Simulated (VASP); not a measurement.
Write the native input for VASP 6.6.1 that does the following.

| Quantity | Value |
| --- | --- |
| Task | single point |
| Functional | LDA |
| Potentials or basis | VASP PAW LDA potentials, release 64 (Mg) |
| Cutoff | 520 eV |
| k mesh | 18 × 18 × 16 |
| Occupations | gaussian, width 0.15 eV |
| Spin | no spin polarisation |
| Dipole correction | no |
| Further INCAR settings | ALGO = Fast; EDIFF = 1e-06; NBANDS = 7 |

The structure of Mg lies in POSCAR:

```
Mg
1.0
    3.0502998005      0.0000000000      0.0000000000
   -1.5251499003      2.6416371164      0.0000000000
    0.0000000000      0.0000000000      3.0905101335
Mg
1
Direct
    0.0000000000      0.0000000000      0.0000000000
```

This isn't the form of Mg at room conditions, which is hcp.

The cell isn't the ideal one: strain +0.000 along x and y, +0.015 along z, atoms carried along.

The input as run:

INCAR

```
PREC = Accurate
ENCUT = 520
EDIFF = 1E-6
ISMEAR = 0
SIGMA = 0.15
LREAL = False
LASPH = True
NELM = 100
ALGO = Fast
ISIF = 2
LWAVE = False
LCHARG = False
GGA = CA
NBANDS = 7
```

KPOINTS

```
Automatic mesh
0
Gamma
  18 18 16
```

Potentials or basis: VASP PAW LDA potentials, release 64 (Mg).

Run with:

```sh
$ cat potpaw_LDA.64/Mg/POTCAR > POTCAR
$ mpirun -np 1 vasp_std > vasp.out
```

Results of the run:

```
Pressure               : -1.1 GPa
Band gap on the k mesh : none (metal or under the smearing width)
```

Run time: 16 s on 1 thread of AMD EPYC 9R45 (Zen 5) (shared host), peak memory 0.14 GiB.
